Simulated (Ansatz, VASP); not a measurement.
## ZnS in VASP and in Ansatz

```
CELL_PARAMETERS angstrom
3.79825 0.00000 0.00000
-1.89913 3.28938 0.00000
0.00000 0.00000 6.21315
ATOMIC_POSITIONS crystal
Zn 0.33333 0.66667 0.00000
Zn 0.66667 0.33333 0.50000
S 0.33333 0.66667 0.38500
S 0.66667 0.33333 0.88500
```

Change from the starting cell: volume scaled by 0.99, PAW files.

Alike in both runs: task electric field gradients; functional PBE; k mesh 8 × 8 × 5; occupations fermi-dirac, width 0.03 eV; no spin polarisation.

```csv
,VASP,Ansatz
version,VASP 6.6.1,Ansatz 0.2.0
potentials or method,"VASP PAW PBE potentials, release 64 (Zn, S)","PAW with Ansatz's default frozen-core files, scalar-relativistic"
plane-wave cutoff (eV),520,420
valence electrons in the cell,36,36
```

Ansatz gave:

| Item | Value |
| --- | --- |
| gap on the k mesh at the Fermi level (eV) | 2.30 |
| pressure (GPa) | 3.1 |
| largest component of the traceless stress (GPa) | 1.45 |
| rms of the force components (eV/Å) | 0.192 |
| Vzz of the field gradient on the site that differs most (V/Å²) | 18.4 |

Problem. Estimate VASP's values.

Solution. gap on the k mesh at the Fermi level (eV): 2.30; pressure (GPa): 3.3; largest component of the traceless stress (GPa): 1.47; rms of the force components (eV/Å): 0.193; Vzz of the field gradient on the site that differs most (V/Å²): 19.5.

Atom by atom the forces differ by 0.002 eV/Å (rms over components). With one functional, cell and mesh, what is left measures potentials, basis and numerics.
